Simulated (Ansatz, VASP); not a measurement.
# AlN in VASP and in Ansatz

File INCAR:

```
PREC = Accurate ; ENCUT = 520
EDIFF = 1E-6 ; ISMEAR = 0
SIGMA = 0.05 ; LREAL = F
LASPH = T ; NELM = 100
ALGO = Normal ; ISIF = 2
LWAVE = F ; LCHARG = F
GGA = PE ; NBANDS = 11
```

File KPOINTS:

```
regular mesh
0
Gamma
  10 10 10
```

File POSCAR:

```
AlN
1.0
    0.0000000000      2.0529539460      2.1839935596
    2.0529539460      0.0000000000      2.1839935596
    2.0529539460      2.0529539460      0.0000000000
Al N
1 1
Direct
    0.0000000000      0.0000000000      0.0000000000
    0.7500000000      0.7500000000      0.7500000000
```

Input for Ansatz:

```yaml
crystal:
  lattice:
    - [0.0, 2.052953946, 2.1839935596]
    - [2.052953946, 0.0, 2.1839935596]
    - [2.052953946, 2.052953946, 0.0]
  atoms:
    - { symbol: Al, position: [0.0, 0.0, 0.0] }
    - { symbol: "N", position: [0.75, 0.75, 0.75] }
basis:
  ecutwfc: 420
kpoints:
  mp_grid: { grid: [10, 10, 10] }
hamiltonian:
  xc: pbe
scf:
  occupations: { method: gaussian, width: 0.05 }
output:
  forces: true
  stress: true
  eigenvalues: true
```

Change from the starting cell: strain -0.0600 x Voigt [1, 1, 0, 0, 0, 0], atoms carried along.

Alike in both runs: task single point; functional PBE; k mesh 10 × 10 × 10; occupations gaussian, width 0.05 eV; no spin polarisation.

|  | VASP | Ansatz |
| --- | --- | --- |
| version | VASP 6.6.1 | Ansatz 0.2.0 |
| potentials or method | VASP PAW PBE potentials, release 64 (Al, N) | scalar-relativistic, plane waves, PAW |
| plane-wave cutoff (eV) | 520 | 420 |
| valence electrons in the cell | 8 | 8 |

|  | VASP | Ansatz | Ansatz less VASP |
| --- | --- | --- | --- |
| gap on the k mesh at the Fermi level (eV) | 3.14 | 3.15 | +0.012 |
| least direct gap on the mesh (eV) | 5.15 | 5.15 | +0.004 |
| pressure (GPa) | 37.4 | 37.5 | +0.12 |
| largest component of the traceless stress (GPa) | 6.01 | 5.98 | -0.030 |

Caveats: so large a pressure means that the cell lies far from this level's equilibrium, or that cutoff or potentials fall short (VASP). A k mesh can miss the band edges.
